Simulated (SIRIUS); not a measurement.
**HfC under changes of volume**

One of the cells (12.819 Å³/atom); the others are scaled copies at fixed shape and fractional positions:

```
Hf C
1.0
     0.00000    2.34040    2.34040
     2.34040    0.00000    2.34040
     2.34040    2.34040    0.00000
Hf C
1 1
Direct
  0.50000 0.50000 0.50000
  0.00000 0.00000 0.00000
```

| Item | Value |
| --- | --- |
| Program | SIRIUS 7.12.0 |
| Functional | PBE |
| Potentials or basis | PseudoDojo 0.4.1 PBE standard (scalar relativistic) |
| Cutoff | 1127 eV |
| Density cutoff | 4507 eV |
| k mesh | 10 × 10 × 10 |
| Occupations | fermi-dirac, width 0.05 eV |
| Spin | no spin polarisation |

```tsv
volume (Å³/atom)	energy over the lowest point (meV/atom)	pressure (GPa)
11.814	36.46	17.1
12.065	14.45	11.0
12.317	1.61	5.4
12.819	0.00	-4.1
13.071	9.73	-8.2
13.322	?	?
```

Task: What does the run at 13.322 Å³/atom give?

Result: Energy over the lowest point 25.58 meV/atom; pressure -12.0 GPa.

Worked out: A Birch-Murnaghan fit of order 3 (a polynomial in V^(-2/3)) to the other rows has its minimum at 12.59 Å³/atom with B0 = V·E''(V) = 236 GPa and B' = 4.1. It gives 25.50 meV/atom at 13.322 Å³/atom, against the run's 25.58, and -dE/dV = -11.9 GPa, against -12.0.

Energies are extrapolated to zero smearing.
